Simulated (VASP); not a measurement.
Set up this calculation in VASP 6.6.1, as the native input.

```
Task                   : relaxation of the atoms
Functional             : LDA
Potentials or basis    : VASP PAW LDA potentials, release 64 (Pt)
Cutoff                 : 520 eV
k mesh                 : 14 × 14 × 1
Occupations            : methfessel-paxton, width 0.1 eV
Spin                   : no spin polarisation
Dipole correction      : yes
Further INCAR settings : ALGO = Normal; EDIFF = 1e-06; IBRION = 2; EDIFFG = -0.02; NSW = 80
```

The structure of Pt lies in POSCAR:

```
Pt
1.0
    2.7554452200      0.0000000000      0.0000000000
    0.0000000000      2.7554452200      0.0000000000
    0.0000000000      0.0000000000     26.6903640000
Pt
7
Direct
    0.5000000000      0.5000000000      0.2810002900
    0.0000000000      0.0000000000      0.3540001900
    0.5000000000      0.5000000000      0.4270001000
    0.0000000000      0.0000000000      0.5000000000
    0.5000000000      0.5000000000      0.5729999000
    0.0000000000      0.0000000000      0.6459998100
    0.5000000000      0.5000000000      0.7189997100
```

The slab is cut from a database's or a generator's crystal, which needn't be the stable form of the element.

These files were run (other wordings do the same):

INCAR

```
SYSTEM = Pt
  ALGO = Normal
  DIPOL = 0.5 0.5 0.500
  EDIFF = 1E-6
  EDIFFG = -0.02
  ENCUT = 520
  IBRION = 2
  IDIPOL = 3
  ISIF = 2
  ISMEAR = 1
  KPAR = 4
  LASPH = .TRUE.
  LCHARG = .FALSE.
  LDIPOL = .TRUE.
  LREAL = .FALSE.
  LWAVE = .FALSE.
  NELM = 80
  NSW = 80
  PREC = Accurate
  SIGMA = 0.1
```

KPOINTS

```
k-points
0
G
  14 14 1
  0 0 0
```

Potentials or basis: VASP PAW LDA potentials, release 64 (Pt).

The run is started by

```console
$ cat potpaw_LDA.64/Pt/POTCAR > POTCAR
$ mpirun -np 4 vasp_std > vasp.out
```

Results of the run:

* Energy gained by relaxing: 3.1 meV/atom
* Ionic steps: 10
* Largest force after relaxing: 0.015 eV/Å
* Band gap on the k mesh: none (metal or under the smearing width)

Run time: 10 min on 4 MPI ranks on Intel(R) Xeon(R) Platinum 8375C CPU @ 2.90GHz (Ice Lake), on a shared host, peak memory 0.36 GiB a rank.
